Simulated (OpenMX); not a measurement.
SiC (Moissanite):

```
Si C
1.0
     3.07600    0.00000    0.00000
    -1.53800    2.66389    0.00000
     0.00000    0.00000    5.04800
Si C
2 2
Direct
  0.66667 0.33333 0.50000
  0.33333 0.66667 0.00000
  0.66667 0.33333 0.88500
  0.33333 0.66667 0.38500
```

Program: OpenMX 3.8.5. Alike in all runs: task band structure; level PBE; no spin polarisation; cell as given; k mesh 11 × 11 × 5; smearing fermi-dirac 0.05 eV.

Order these runs on this cell by their band gap on the k mesh, lowest first.
A. potentials or basis OpenMX 2013 PBE set, Si7.0-s3p3d2, C6.0-s3p2d2, grid cutoff 300 Ry
B. potentials or basis OpenMX 2013 PBE set, Si7.0-s2p1d1, C6.0-s2p2, grid cutoff 300 Ry
C. potentials or basis OpenMX 2013 PBE set, Si7.0-s2p2d1, C6.0-s2p2d1, grid cutoff 300 Ry

A (2.47 eV), C (2.66 eV), B (2.90 eV).

Caveats: the mesh misses the band edges, which the band path finds closer together; the basis of atomic orbitals isn't converged, which shifts pressures, moduli and gaps.
